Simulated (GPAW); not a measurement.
MgSe:

```xyz
2
Lattice="0.0000 2.7255 2.7255 2.7255 0.0000 2.7255 2.7255 2.7255 0.0000" Properties=species:S:1:pos:R:3 pbc="T T T"
Se    2.7255    2.7255    2.7255
Mg    0.0000    0.0000    0.0000
```

Base run:

- Program: GPAW 26.7.0
- Functional: TB-mBJ
- Potentials or basis: GPAW PAW data sets for LDA (gpaw-data 1.2.1)
- Cutoff: 800 eV
- Basis: pw
- k mesh: 8 × 8 × 8
- Occupations: fermi-dirac, width 0.05 eV
- Spin: no spin polarisation

Its results: band gap on the k mesh 2.75 eV, indirect (least direct gap 3.81 eV).

The run is repeated on the same cell with these changes: functional from TB-mBJ to r2SCAN; potentials or basis from GPAW PAW data sets for LDA (gpaw-data 1.2.1) to GPAW PAW data sets (gpaw-data 1.2.1). What comes out?

Band gap on the k mesh 2.51 eV, indirect (least direct gap 3.54 eV).

Caveats: a model potential gives levels but no total energy (some runs).

Not every run made on this cell is shown here.
